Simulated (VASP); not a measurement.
# CdTe (F-43m) in VASP: a series of runs

Runs on CdTe. Level: PBE. Tasks: relaxation of cell and atoms.

All numbers are computed with VASP 6.6.1; they aren't measurements. Logs are shortened: lines on timing, memory, paths and dates and some standing lists are left out, and cuts for length are marked.

## Step 1: Starting point

The structure is cubic, space group F-43m (No. 216). Conventional cell: a = 6.410 Å, b = 6.410 Å, c = 6.410 Å, α = 90.00°, β = 90.00°, γ = 90.00°. Cd (site symmetry -43m) is surrounded by 4 Te at 2.78 Å. Around Te (site symmetry -43m) lie 4 Cd at 2.78 Å.

## Step 2: Relaxation of cell and atoms, PBE

INCAR

```
SYSTEM = CdTe
ALGO = Normal
EDIFF = 1E-6
EDIFFG = -0.01
ENCUT = 600
GGA = PE
IBRION = 2
ISIF = 3
ISMEAR = 0
LASPH = .TRUE.
LCHARG = .FALSE.
LREAL = .FALSE.
LWAVE = .FALSE.
NELM = 80
NSW = 90
PREC = Accurate
SIGMA = 0.03
```

KPOINTS

```
k-points
0
G
  8 8 8
  0 0 0
```

POSCAR

```
CdTe
1.0
    0.0000000000      3.2050000000      3.2050000000
    3.2050000000      0.0000000000      3.2050000000
    3.2050000000      3.2050000000      0.0000000000
Cd Te
1 1
Direct
    0.0000000000      0.0000000000      0.0000000000
    0.2500000000      0.2500000000      0.2500000000
```

Potentials or basis: VASP PAW PBE potentials, release 64 (Cd, Te).

On the command line:

```
> cat potpaw_PBE.64/Cd/POTCAR potpaw_PBE.64/Te/POTCAR > POTCAR
> mpirun -np 1 vasp_std > vasp.out
```

OUTCAR:

```text
SYSTEM = CdTe
   EDIFF = 1E-6
   EDIFFG = -0.01
   ENCUT = 600
   GGA = PE
   IBRION = 2
   ISIF = 3
   ISMEAR = 0
   LASPH = .TRUE.
   LREAL = .FALSE.
   NELM = 80
   NSW = 90
   PREC = Accurate

 ion  position               nearest neighbor table
   1  0.000  0.000  0.000-   2 2.78   2 2.78   2 2.78   2 2.78
   2  0.250  0.250  0.250-   1 2.78   1 2.78   1 2.78   1 2.78

  LATTYP: Found a face centered cubic cell.
 ALAT       =     6.4100000000

  Lattice vectors:

 A1 = (   0.0000000000,   3.2050000000,   3.2050000000)
 A2 = (   3.2050000000,   0.0000000000,   3.2050000000)
 A3 = (   3.2050000000,   3.2050000000,   0.0000000000)

Analysis of symmetry for initial positions (statically):
=====================================================================
 Subroutine PRICEL returns:
 Original cell was already a primitive cell.

 Routine SETGRP: Setting up the symmetry group for a
 face centered cubic supercell.

 Subroutine GETGRP returns: Found 24 space group operations
 (whereof 24 operations were pure point group operations)
 out of a pool of 48 trial point group operations.

The static configuration has the point symmetry T_d .

Analysis of symmetry for dynamics (positions and initial velocities):
=====================================================================
 Subroutine PRICEL returns:
 Original cell was already a primitive cell.

 Routine SETGRP: Setting up the symmetry group for a
 face centered cubic supercell.

 Subroutine GETGRP returns: Found 24 space group operations
 (whereof 24 operations were pure point group operations)
 out of a pool of 48 trial point group operations.

The dynamic configuration has the point symmetry T_d .

 Subroutine INISYM returns: Found 24 space group operations
 (whereof 24 operations are pure point group operations),
 and found     1 'primitive' translations

----------------------------------------------------------------------------------------

                                     Primitive cell

  volume of cell :      65.8437

  direct lattice vectors                    reciprocal lattice vectors
     0.000000000  3.205000000  3.205000000    -0.156006240  0.156006240  0.156006240
     3.205000000  0.000000000  3.205000000     0.156006240 -0.156006240  0.156006240
     3.205000000  3.205000000  0.000000000     0.156006240  0.156006240 -0.156006240

  length of vectors
     4.532554467  4.532554467  4.532554467     0.270210734  0.270210734  0.270210734

  position of ions in fractional coordinates (direct lattice)
     0.000000000  0.000000000  0.000000000
     0.250000000  0.250000000  0.250000000

  ion indices of the primitive-cell ions
   primitive index   ion index
                 1           1
                 2           2

----------------------------------------------------------------------------------------

 KPOINTS: k-points

Automatic generation of k-mesh.
 Grid dimensions read from file:
 generate k-points for:    8    8    8

 Generating k-lattice:

  Cartesian coordinates                     Fractional coordinates (reciprocal lattice)
    -0.019500780  0.019500780  0.019500780     0.125000000  0.000000000  0.000000000
     0.019500780 -0.019500780  0.019500780     0.000000000  0.125000000  0.000000000
     0.019500780  0.019500780 -0.019500780     0.000000000  0.000000000  0.125000000

  Length of vectors
     0.033776342  0.033776342  0.033776342

  Shift w.r.t. Gamma in fractional coordinates (k-lattice)
     0.000000000  0.000000000  0.000000000

 Subroutine IBZKPT returns following result:
 ===========================================

 Found     29 irreducible k-points:

 Following reciprocal coordinates:
            Coordinates               Weight
  0.000000  0.000000  0.000000      1.000000
  0.125000  0.000000  0.000000      8.000000
  0.250000  0.000000  0.000000      8.000000
  0.375000  0.000000  0.000000      8.000000
  0.500000  0.000000  0.000000      4.000000
  0.125000  0.125000  0.000000      6.000000
[... 16 lines left out ...]
  0.500000  0.250000  0.125000     48.000000
 -0.375000  0.250000  0.125000     24.000000
 [... further k-points ...]
   k-points           NKPTS =     29   k-points in BZ     NKDIM =     29   number of bands    NBANDS=     13
   number of dos      NEDOS =    301   number of ions     NIONS =      2
   total plane-waves  NPLWV =  46656
   dimension x,y,z NGX =    36 NGY =   36 NGZ =   36
   dimension x,y,z NGXF=    72 NGYF=   72 NGZF=   72
   ions per type =               1   1
   NGX,Y,Z   is equivalent  to a cutoff of  13.20, 13.20, 13.20 a.u.
   NGXF,Y,Z  is equivalent  to a cutoff of  26.41, 26.41, 26.41 a.u.
 SYSTEM =  CdTe
   PREC   = accura    normal or accurate (medium, high low for compatibility)
   ISTART =      0    job   : 0-new  1-cont  2-samecut
   ICHARG =      2    charge: 1-file 2-atom 10-const
   ISPIN  =      1    spin polarized calculation?
   LNONCOLLINEAR =      F non collinear calculations
   LSORBIT =      F    spin-orbit coupling
   LASPH  =      T    aspherical Exc in radial PAW
   ENCUT  =  600.0 eV  44.10 Ry    6.64 a.u.   9.05  9.05  9.05*2*pi/ulx,y,z
   NELM   =     80;   NELMIN=  2; NELMDL= -5     # of ELM steps
   EDIFF  = 0.1E-05   stopping-criterion for ELM
   LREAL  =      F    real-space projection
   EDIFFG = -.1E-01   stopping-criterion for IOM
   NSW    =     90    number of steps for IOM
   IBRION =      2    ionic relax: 0-MD 1-quasi-New 2-CG
   NFREE  =      1    steps in history (QN), initial steepest desc. (CG)
   ISIF   =      3    stress and relaxation
   ISYM   =      2    0-nonsym 1-usesym 2-fastsym
   POTIM  = 0.5000    time-step for ionic-motion
   TEBEG  =    0.0;   TEEND  =   0.0 temperature during run
   PSTRESS=    0.0 pullay stress
   NELECT =      18.0000    total number of electrons
   NUPDOWN=      -1.0000    fix difference up-down
   EMIN   =  10.00;   EMAX   =-10.00  energy-range for DOS
   EFERMI =   0.00;   METHOD = LEGACY
   ISMEAR =     0;   SIGMA  =   0.03  broadening in eV -4-tet -1-fermi 0-gaus
   EFERMI_NEDOS =   21; number of points for ismear=-14 and -15
   IALGO  =     38    algorithm
   IMIX   =      4    mixing-type and parameters
     AMIX     =   0.40;   BMIX     =  1.00
     AMIX_MAG =   1.60;   BMIX_MAG =  1.00
  volume/ion in A,a.u.               =      32.92       222.17
  Fermi-wavevector in a.u.,A,eV,Ry     =   1.062497  2.007828 15.359610  1.128899
  Thomas-Fermi vector in A             =   2.197950
   LORBIT       =      0    0 simple, 1 ext, 2 COOP (PROOUT), +10 PAW based schemes
   GGA     = PE    functional components
   LHFCALC =     F    Hartree Fock is set to
   AEXX    =    0.0000 exact exchange contribution
   IVDW    =     0    specifies the selected vdW correction
   LEPSILON=     F    determine dielectric tensor
   LRPA    =     F    only Hartree local field effects (RPA)
 conjugate gradient relaxation of ions
 non-spin polarized calculation
 Gauss-broadening in eV      SIGMA  =   0.03
  energy-cutoff  :      600.00
  volume of cell :       65.84
 maximum number of plane-waves:      2216
   NGX = 19   NGY = 19   NGZ = 19

--------------------------------------- Ionic step        1  -------------------------------------------

 number of electron      17.9999995 magnetization

 Free energy of the ion-electron system (eV)
  ---------------------------------------------------
  ext. energy  EPLUGINS =         0.00000000
  ---------------------------------------------------
  free energy    TOTEN  =        -4.72644497 eV

  energy without entropy =       -4.72644497  energy(sigma->0) =       -4.72644497

------------------------ aborting loop because EDIFF is reached ----------------------------------------

  FORCE on cell =-STRESS in cart. coord.  units (eV):
  Direction    XX          YY          ZZ          XY          YZ          ZX
  --------------------------------------------------------------------------------------
  -------------------------------------------------------------------------------------
  Total        1.7888376      1.7888376      1.7888376     -0.0000000     -0.0000000      0.0000000
  in kB       43.5278679     43.5278679     43.5278679     -0.0000000     -0.0000000      0.0000000
  external PRESSURE =      43.5278679 kB  Pullay stress =       0.0000000 kB
[... 57 lines left out ...]
  energy  without entropy=       -4.8041238280  energy(sigma->0) =       -4.80412383

--------------------------------------- Ionic step        3  -------------------------------------------

 number of electron      18.0000006 magnetization

 Free energy of the ion-electron system (eV)
  ---------------------------------------------------
  ext. energy  EPLUGINS =         0.00000000
  ---------------------------------------------------
  free energy    TOTEN  =        -4.81039512 eV

  energy without entropy =       -4.81039512  energy(sigma->0) =       -4.81039512

 E-fermi :   1.9272     XC(G=0):  -8.3005

 val. band max:        1.7821063566   @ k =   0.0000   0.0000   0.0000
 cond. band min:       2.3593917162   @ k =   0.0000   0.0000   0.0000
 fundamental gap:      0.5772853595
 Fermi energy:         1.9272421056

 k-point     1 :       0.0000    0.0000    0.0000
  band No.  band energies     occupation
      1      -9.0423      2.00000
      2      -6.3030      2.00000
      3      -6.3030      2.00000
      4      -6.3030      2.00000
      5      -6.0874      2.00000
      6      -6.0874      2.00000
      7       1.7821      2.00000
      8       1.7821      2.00000
      9       1.7821      2.00000
     10       2.3594      0.00000
     11       6.4219      0.00000
     12       6.4219      0.00000
     13       6.4219      0.00000
[... 353 lines left out ...]
 k-point    24 :      -0.3750    0.2500    0.1250
  band No.  band energies     occupation
      1      -8.6530      2.00000
      2      -6.2295      2.00000
      3      -6.2197      2.00000
      4      -6.0993      2.00000
      5      -6.0824      2.00000
      6      -5.7046      2.00000
      7      -2.1321      2.00000
      8      -0.0698      2.00000
      9       0.6648      2.00000
     10       4.8713      0.00000
     11       6.4431      0.00000
     12       7.6614      0.00000
     13       8.7970      0.00000

 [... further k-points ...]
[... 5 lines left out ...]
  --------------------------------------------------------------------------------------
  -------------------------------------------------------------------------------------
  Total        0.0087919      0.0087919      0.0087919      0.0000000      0.0000000      0.0000000
  in kB        0.1940117      0.1940117      0.1940117      0.0000000      0.0000000      0.0000000
  external PRESSURE =       0.1940117 kB  Pullay stress =       0.0000000 kB
[... 17 lines left out ...]
  FREE ENERGIE OF THE ION-ELECTRON SYSTEM (eV)
  ---------------------------------------------------
  free  energy   TOTEN  =        -4.8103951157 eV

  energy  without entropy=       -4.8103951157  energy(sigma->0) =       -4.81039512

 reached required accuracy - stopping structural energy minimisation
```

Run time: 29 s. Hardware: 1 thread of Intel Xeon 6975P-C (Granite Rapids), shared host; peak memory 0.23 GiB.

What came out:

| Quantity | Value |
| --- | --- |
| Free energy | -4.8104 eV |
| Relaxed volume | 36.30 Å³/atom |
| Relaxed cell | a = 4.683 Å, b = 4.683 Å, c = 4.683 Å, α = 60.00°, β = 60.00°, γ = 60.00° |
| Space group after relaxing (to 0.05 Å) | F-43m (No. 216) |
| Energy gained by relaxing | 42.0 meV/atom |
| Ionic steps | 3 |
| Pressure after relaxing | 0.0 GPa |
| Band gap on the k mesh | 0.58 eV, direct |

The path:
| step | energy change (eV) | largest force (eV/Å) | pressure (GPa) | volume (Å³) |
| --- | --- | --- | --- | --- |
| 1 | 0.0000 | 0.0000 | 4.35 | 65.84 |
| 2 | -0.0777 | 0.0000 | -0.93 | 74.74 |
| 3 | -0.0840 | 0.0000 | 0.02 | 72.60 |

Final structure:
```
Cd Te
1.0
     0.00000    3.31114    3.31114
     3.31114    0.00000    3.31114
     3.31114    3.31114    0.00000
Cd Te
1 1
Direct
  0.00000 0.00000 0.00000
  0.25000 0.25000 0.25000
```

Caveat: spin-orbit coupling is left out, which moves the levels of the heavy elements; the volume moved by +10 % from the deposited cell, more than functionals usually miss. PBE usually gives volumes a little too large and moduli too small.

(Part 1 of 2 ends here.)
